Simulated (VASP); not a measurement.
**MgSe: relaxation of cell and atoms with PBE**

The system is MgSe.

```
CELL_PARAMETERS angstrom
0.00000 2.72500 2.72500
2.72500 0.00000 2.72500
2.72500 2.72500 0.00000
ATOMIC_POSITIONS crystal
Mg 0.00000 0.00000 0.00000
Se 0.50000 0.50000 0.50000
```

The cell was built by a generator and needn't be a form met in nature.

```json
{
  "Program": "VASP 6.6.1",
  "Task": "relaxation of cell and atoms",
  "Functional": "PBE",
  "Potentials or basis": "VASP PAW PBE potentials, release 64 (Mg, Se)",
  "Cutoff": "600 eV",
  "k mesh": "8 × 8 × 8",
  "Occupations": "gaussian, width 0.02 eV",
  "Spin": "no spin polarisation",
  "Dipole correction": "no",
  "Further INCAR settings": "ALGO = Normal; EDIFF = 1e-06; IBRION = 2; EDIFFG = -0.002; NSW = 100; ISIF = 3"
}
```

- Relaxed volume: 20.84 Å³/atom
- Relaxed cell: a = 3.892 Å, b = 3.892 Å, c = 3.892 Å, α = 60.00°, β = 60.00°, γ = 60.00°
- Space group after relaxing (to 0.05 Å): Fm-3m (No. 225)
- Energy gained by relaxing: 3.6 meV/atom
- Ionic steps: 3
- Pressure after relaxing: 0.0 GPa
- Band gap on the k mesh: 1.75 eV, indirect (least direct gap 2.41 eV)

Step by step:
| step | energy change (eV) | largest force (eV/Å) | pressure (GPa) | volume (Å³) |
| --- | --- | --- | --- | --- |
| 1 | 0.0000 | 0.0000 | 1.95 | 40.47 |
| 2 | -0.0070 | 0.0000 | -0.35 | 41.93 |
| 3 | -0.0072 | 0.0000 | -0.01 | 41.69 |

Final structure:
```
Mg Se
1.0
     0.00000    2.75207    2.75207
     2.75207    0.00000    2.75207
     2.75207    2.75207    0.00000
Mg Se
1 1
Direct
  0.00000 0.00000 0.00000
  0.50000 0.50000 0.50000
```

Levels at points of the mesh, in eV from the valence-band top:
```
           k point  band 1  band 2  band 3  band 4  band 5  band 6  band 7  band 8
(0.00, 0.00, 0.00)  -12.79    0.00    0.00    0.00    2.41    7.42    7.42    7.42
(0.50, 0.00, 0.00)  -11.73   -4.79   -0.55   -0.55    3.79    6.06    6.06    8.40
(0.50, 0.50, 0.00)  -11.43   -4.11   -1.72   -1.72    1.75    4.04   11.47   11.91
```

Run time: 23 s on 1 thread of Intel(R) Xeon(R) Platinum 8488C (Sapphire Rapids), with other jobs on the host, peak memory 0.18 GiB.

A k mesh can miss the band edges. PBE gaps usually lie below the measured ones, often by a third to a half.
